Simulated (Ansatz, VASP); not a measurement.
**One calculation of RbBr, two programs**

```xyz
2
Lattice="4.0702 0.0000 0.0000 0.0000 4.0702 0.0000 0.0000 0.0000 4.0702" Properties=species:S:1:pos:R:3 pbc="T T T"
Rb    0.0000   -0.4039   -0.2423
Br    2.0351    2.4671    2.2943
```

Change from the starting cell: mode 5 frozen in at -0.432 Å and mode 6 at -0.259 Å (largest displacements).

Alike in both runs: task single point; functional PBEsol; k mesh 6 × 6 × 6; occupations gaussian, width 0.05 eV; no spin polarisation.

|  | VASP | Ansatz |
| --- | --- | --- |
| version | VASP 6.6.1 | Ansatz 0.2.0 |
| potentials or method | VASP PAW PBE potentials, release 64 (Rb_sv, Br) | scalar-relativistic, plane waves, PAW |
| plane-wave cutoff (eV) | 520 | 420 |
| valence electrons in the cell | 16 | 16 |

```csv
,VASP,Ansatz,Ansatz less VASP
gap on the k mesh at the Fermi level (eV),4.10,4.10,+0.003
least direct gap on the mesh (eV),4.29,4.29,+0.004
pressure (GPa),6.7,6.6,-0.14
largest component of the traceless stress (GPa),4.72,4.65,-0.068
rms of the force components (eV/Å),1.245,1.226,-0.0193
```

Atom by atom the forces differ by 0.019 eV/Å (rms over components).

Caveats: the PAW data sets were made with another functional, which shifts forces and pressure a little (VASP). A k mesh can miss the band edges.
